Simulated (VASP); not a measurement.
Here is a VASP 6.6.1 calculation.

File INCAR:

```
PREC = Accurate
ENCUT = 700
EDIFF = 1E-6
ISMEAR = 1
SIGMA = 0.1
LREAL = F
LASPH = T
NELM = 100
ALGO = Normal
ISIF = 2
LWAVE = F
LCHARG = T
GGA = PE
LVHAR = T
```

KPOINTS

```
Automatic mesh
0
Gamma
  14 14 14
```

The input POSCAR:

```
AlFe                                    
1.0
    2.8683335594     -0.0000000000      0.0000000000
   -0.0000000000      2.8683335594     -0.0000000000
   -0.0000000000     -0.0000000000      2.8683335594
  Fe              Al            
     1     1
Direct
     0.0000000000000000    0.0000000000000000    0.0000000000000000
     0.5000000000000000    0.5000000000000000    0.5000000000000000
```

Potentials or basis: VASP PAW PBE potentials, release 64 (Fe, Al).

The run is started by

```bash
$ cat potpaw_PBE.64/Fe/POTCAR potpaw_PBE.64/Al/POTCAR > POTCAR
$ mpirun -np 1 vasp_std > vasp.out
```

(1) Estimate the band gap on the k mesh.

(2) What does it give for the pressure?

## Answers

(1) none (metal or under the smearing width).

(2) 0.1 GPa.
